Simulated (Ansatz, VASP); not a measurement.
## AlN in VASP and in Ansatz

The input INCAR:

```
PREC = Accurate ; ENCUT = 520
EDIFF = 1E-6 ; ISMEAR = 0
SIGMA = 0.05 ; LREAL = False
LASPH = True ; NELM = 100
ALGO = Normal ; ISIF = 2
LWAVE = False ; LCHARG = False
GGA = PE ; NBANDS = 11
```

Contents of KPOINTS:

```
Automatic mesh
0
Gamma
  10 10 10
```

File POSCAR:

```
AlN
1.0
    0.0000000000      2.3150331732      2.1839935596
    2.3150331732      0.0000000000      2.1839935596
    2.3150331732      2.3150331732      0.0000000000
Al N
1 1
Direct
    0.0000000000      0.0000000000      0.0000000000
    0.7500000000      0.7500000000      0.7500000000
```

Input for Ansatz:

```yaml
crystal:
  lattice:
    - [0.0, 2.3150331732, 2.1839935596]
    - [2.3150331732, 0.0, 2.1839935596]
    - [2.3150331732, 2.3150331732, 0.0]
  atoms:
    - { symbol: Al, position: [0.0, 0.0, 0.0] }
    - { symbol: "N", position: [0.75, 0.75, 0.75] }
basis:
  ecutwfc: 420
kpoints:
  mp_grid: { grid: [10, 10, 10] }
hamiltonian:
  xc: pbe
scf:
  occupations: { method: gaussian, width: 0.05 }
output:
  forces: true
  stress: true
  eigenvalues: true
```

Change from the starting cell: strain +0.0600 x Voigt [1, 1, 0, 0, 0, 0], atoms carried along.

Alike in both runs: task single point; functional PBE; k mesh 10 × 10 × 10; occupations gaussian, width 0.05 eV; no spin polarisation.

|  | VASP | Ansatz |
| --- | --- | --- |
| version | VASP 6.6.1 | Ansatz 0.2.0 |
| potentials or method | VASP PAW PBE potentials, release 64 (Al, N) | scalar-relativistic, plane waves, PAW |
| plane-wave cutoff (eV) | 520 | 420 |
| valence electrons in the cell | 8 | 8 |

|  | VASP | Ansatz | Ansatz less VASP |
| --- | --- | --- | --- |
| gap on the k mesh at the Fermi level (eV) | 2.98 | 2.99 | +0.007 |
| least direct gap on the mesh (eV) | 3.04 | 3.04 | -0.004 |
| pressure (GPa) | -15.3 | -15.0 | +0.27 |
| largest component of the traceless stress (GPa) | 4.65 | 4.62 | -0.024 |

The functional is the same, so the differences come from potentials, cutoffs and numerics.

Caveats: so large a pressure means that the cell lies far from this level's equilibrium, or that cutoff or potentials fall short (VASP). A k mesh can miss the band edges.
